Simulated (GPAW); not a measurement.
Crystal: HfO2.

```
CELL_PARAMETERS angstrom
3.55802 0.00000 0.00000
0.00000 3.55802 0.00000
0.00000 0.00000 5.17186
ATOMIC_POSITIONS crystal
Hf 0.00000 0.00000 0.00000
Hf 0.50000 0.50000 0.50000
O 0.00000 0.50000 0.19721
O 0.50000 0.00000 0.30279
O 0.50000 0.00000 0.80279
O 0.00000 0.50000 0.69721
```

Measurements of this composition are mostly on another form, of space group No. 14.

Program: GPAW 26.7.0. Alike in all runs: no spin polarisation; cell as given.

**Question.** Order these runs on this cell by their pressure, lowest first.
A. level PBE; potentials or basis GPAW PAW data sets (gpaw-data 1.2.1), pw; k mesh 4 × 4 × 3; cutoff (eV) 680; smearing fermi-dirac 0.01 eV; maxiter 150; mesh quality coarse
B. level LDA; potentials or basis the program's PAW data sets (release 1.2.1) made for this functional, pw; k mesh 5 × 5 × 4; cutoff (eV) 800; smearing fermi-dirac 0.05 eV; maxiter 150; band path GXMGZRAZ,XR,MA; band points 60; mesh quality not flagged
C. level PBE; potentials or basis GPAW PAW data sets (gpaw-data 1.2.1), pw; k mesh 6 × 6 × 4; cutoff (eV) 600; smearing fermi-dirac 0.05 eV; maxiter 120; convergence default; mesh quality not flagged

**Answer.** B (-5.5 GPa), C (4.9 GPa), A (9.0 GPa).

Caveats: some runs use coarse meshes; the cutoff is short for stress and forces, so pressures can be off by a GPa or more (some runs).
